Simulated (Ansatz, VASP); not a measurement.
## One calculation of BP, two programs

File INCAR:

```
PREC = Accurate ; ENCUT = 520
EDIFF = 1E-6 ; ISMEAR = 0
SIGMA = 0.05 ; LREAL = F
LASPH = T ; NELM = 80
ALGO = Normal ; ISIF = 2
LWAVE = F ; LCHARG = F
GGA = PE ; NBANDS = 11
```

File KPOINTS:

```
Automatic mesh
0
Gamma
  10 10 10
```

POSCAR

```
BP
1.0
    0.0000000000      2.2400395891      2.2741518671
    2.2400395891      0.0000000000      2.2741518671
    2.2400395891      2.2400395891      0.0000000000
B P
1 1
Direct
    0.0000000000      0.0000000000      0.0000000000
    0.7500000000      0.7500000000      0.7500000000
```

Input for Ansatz:

```yaml
crystal:
  lattice:
    - [0.0, 2.2400395891, 2.2741518671]
    - [2.2400395891, 0.0, 2.2741518671]
    - [2.2400395891, 2.2400395891, 0.0]
  atoms:
    - { symbol: B, position: [0.0, 0.0, 0.0] }
    - { symbol: P, position: [0.75, 0.75, 0.75] }
basis:
  ecutwfc: 420
kpoints:
  mp_grid: { grid: [10, 10, 10] }
hamiltonian:
  xc: pbe
scf:
  occupations: { method: gaussian, width: 0.05 }
output:
  forces: true
  stress: true
  eigenvalues: true
```

Change from the starting cell: strain -0.015 along x and y, +0.000 along z, atoms carried along.

Alike in both runs: task single point; functional PBE; k mesh 10 × 10 × 10; occupations gaussian, width 0.05 eV; no spin polarisation.

|  | VASP | Ansatz |
| --- | --- | --- |
| version | VASP 6.6.1 | Ansatz 0.2.0 |
| potentials or method | VASP PAW PBE potentials, release 64 (B, P) | scalar-relativistic, plane waves, PAW |
| plane-wave cutoff (eV) | 520 | 420 |
| valence electrons in the cell | 8 | 8 |

|  | VASP | Ansatz | Ansatz less VASP |
| --- | --- | --- | --- |
| gap on the k mesh at the Fermi level (eV) | 1.09 | 1.10 | +0.005 |
| least direct gap on the mesh (eV) | 3.36 | 3.36 | +0.004 |
| pressure (GPa) | 4.9 | 5.2 | +0.26 |
| largest component of the traceless stress (GPa) | 2.81 | 2.81 | -0.005 |

A k mesh can miss the band edges.
